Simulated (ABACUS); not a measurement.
Nb, 1 atom in the cell. The typed cell holds 1 atom: a = 2.875 Å, b = 2.835 Å, c = 2.940 Å, α = 109.95°, β = 108.93°, γ = 109.60°.  The cell isn't the ideal one: cell strained at random at fixed volume.

- Program: ABACUS 3.10.1
- Task: single point
- Functional: PBE
- Potentials or basis: PseudoDojo NC SR 0.4.1 PBE standard
- Cutoff: 1116 eV
- Density cutoff: 4463 eV
- Basis: plane waves
- k mesh: 11 × 11 × 11
- Occupations: fermi-dirac, width 0.05 eV
- Spin: no spin polarisation
- Radial cutoff of the potentials (pseudo_rcut): 10 bohr
- SCF threshold on the density: 1e-08
- Max SCF steps: 100
- Eigensolver: dav
- Mixing: broyden
- Mixing share: 0.7
- Symmetry key: 1
- Bands: 11

Potentials or basis: PseudoDojo NC SR 0.4.1 PBE standard, plane waves.

Run with:

```console
$ OMP_NUM_THREADS=1 mpirun -np 4 abacus > log
```

Hardware: 4 MPI ranks on AMD EPYC 9R45 (Zen 5), on a shared host.

Problem. Estimate the wall time of this run.

Solution. Wall time 16 s on 4 MPI ranks on AMD EPYC 9R45 (Zen 5) (shared host), peak memory 0.4 GiB a rank. Counts: scf iterations 6, k points 666, bands 11, ranks 4.
